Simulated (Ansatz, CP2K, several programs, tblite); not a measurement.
Energy against volume for CdGeAs2 as one 4-atom ordering (P-4m2) on the zincblende lattice, at fixed shape and fractional coordinates, computed by several methods (PBE and r2SCAN, where shown, with plane waves in Ansatz); the cell shown is that of r2SCAN. With free coordinates or axes held, a curve is too stiff, and on another method's shape its minimum isn't the method's own volume. Space group P-4m2 (No. 115), tetragonal; a = 4.076 Å, c = 6.118 Å in the conventional setting, 25.42 Å³ an atom. Around Cd lie 4 As at 2.61 Å; around As lie 2 Ge at 2.49 Å and 2 Cd at 2.61 Å; around Ge lie 4 As at 2.49 Å. Values at 0 K without nuclear motion; spin polarisation is off, and the phase may be a hypothetical one. Energies count from each curve's lowest point; fits are third-order Birch-Murnaghan.

```
Cd As Ge
1.0
     4.07637    0.00000    0.00000
     0.00000    4.07637    0.00000
     0.00000    0.00000    6.11832
Cd As Ge
1 2 1
Direct
  0.00000 0.00000 0.00000
  0.00000 0.50000 0.26723
  0.50000 0.00000 0.73277
  0.50000 0.50000 0.50000
```

light PBE (260 eV and a coarse mesh), on the shape of the cell shown:
```csv
V (Å³/atom),E (meV/atom)
23.383,167.95
24.400,99.53
25.417,64.54
26.433,0.00
27.450,26.08
28.467,51.07
```
The points scatter about the fit by more than 0.3 meV an atom, since at so low a cutoff the number of plane waves jumps with the volume, so no fit is quoted.

r2SCAN, on the shape of its own relaxed cell:
```
V (Å³/atom)  E (meV/atom)
     23.892         19.05
     24.654          4.41
     25.417          0.00
     26.179          4.23
     26.942         15.76
```
V₀ = 25.40 Å³ an atom and B₀ = 61 GPa.

GFN2-xTB (tblite), on the shape of the cell shown, as a cluster of 32 atoms at the zone centre:
```
V (Å³/atom)  E (meV/atom)
     22.367        126.58
     23.892         59.92
     25.417         21.88
     26.942          0.00
     28.467          0.57
```
The points scatter about the fit by more than 0.3 meV an atom, so no fit is quoted.

PBE/DZVP (CP2K), on the shape of the cell shown:
```csv
V (Å³/atom),E (meV/atom)
22.367,168.28
23.892,65.47
25.417,14.07
26.942,0.00
28.467,13.40
```
V₀ = 26.88 Å³ an atom and B₀ = 51 GPa.

PBE/SZV (CP2K), on the shape of the cell shown:
```csv
V (Å³/atom),E (meV/atom)
22.367,232.11
23.892,99.51
25.417,27.64
26.942,0.00
28.467,4.01
```
V₀ = 27.46 Å³ an atom and B₀ = 54 GPa.
